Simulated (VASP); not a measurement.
Write the native input for VASP 6.6.1 that does the following.

```
Task                   : relaxation of cell and atoms
Functional             : LDA
Potentials or basis    : VASP PAW LDA potentials, release 64 (Hf_pv)
Cutoff                 : 350 eV
k mesh                 : 8 × 8 × 8
Occupations            : gaussian, width 0.1 eV
Spin                   : no spin polarisation
Target pressure        : 50 GPa
Further INCAR settings : ALGO = Fast; EDIFF = 1e-07; IBRION = 2; EDIFFG = -0.002; NSW = 80; ISIF = 3
Target pressure        : 50 GPa
```

The structure of Hf lies in POSCAR:

```
Hf                                      
1.0
   -1.5727641567      1.5727641567      1.5727641567
    1.5727641567     -1.5727641567      1.5727641567
    1.5727641567      1.5727641567     -1.5727641567
  Hf            
     1
Direct
     0.0000000000000000    0.0000000000000000    0.0000000000000000
```

This isn't the form of Hf at room conditions, which is hcp.

These files were run (other wordings do the same):

INCAR

```
SYSTEM = Hf
ALGO = Fast
EDIFF = 1E-7
EDIFFG = -0.002
ENCUT = 350
IBRION = 2
ISIF = 3
ISMEAR = 0
LASPH = .TRUE.
LCHARG = .FALSE.
LREAL = .FALSE.
LWAVE = .FALSE.
NELM = 80
NSW = 80
PREC = Accurate
PSTRESS = 500.0
SIGMA = 0.1
```

KPOINTS

```
k-points
0
G
  8 8 8
  0 0 0
```

Potentials or basis: VASP PAW LDA potentials, release 64 (Hf_pv).

Command:

```console
$ cat potpaw_LDA.64/Hf_pv/POTCAR > POTCAR
$ mpirun -np 1 vasp_std > vasp.out
```

It gave:

| Quantity | Value |
| --- | --- |
| Relaxed volume | 15.55 Å³/atom |
| Relaxed cell | a = 2.724 Å, b = 2.724 Å, c = 2.724 Å, α = 109.47°, β = 109.47°, γ = 109.47° |
| Space group after relaxing (to 0.05 Å) | Im-3m (No. 229) |
| Energy change on relaxing (the enthalpy is what falls) | +3.2 meV/atom |
| Ionic steps | 3 |
| Pressure after relaxing | 50.0 GPa |
| Band gap on the k mesh | none (metal or under the smearing width) |

Caveat: the cell is relaxed towards a set pressure, so the enthalpy falls and the energy may rise.

It took 4.2 s on 1 thread of Intel(R) Xeon(R) Platinum 8488C (Sapphire Rapids), with other jobs on the host, peak memory 0.11 GiB.
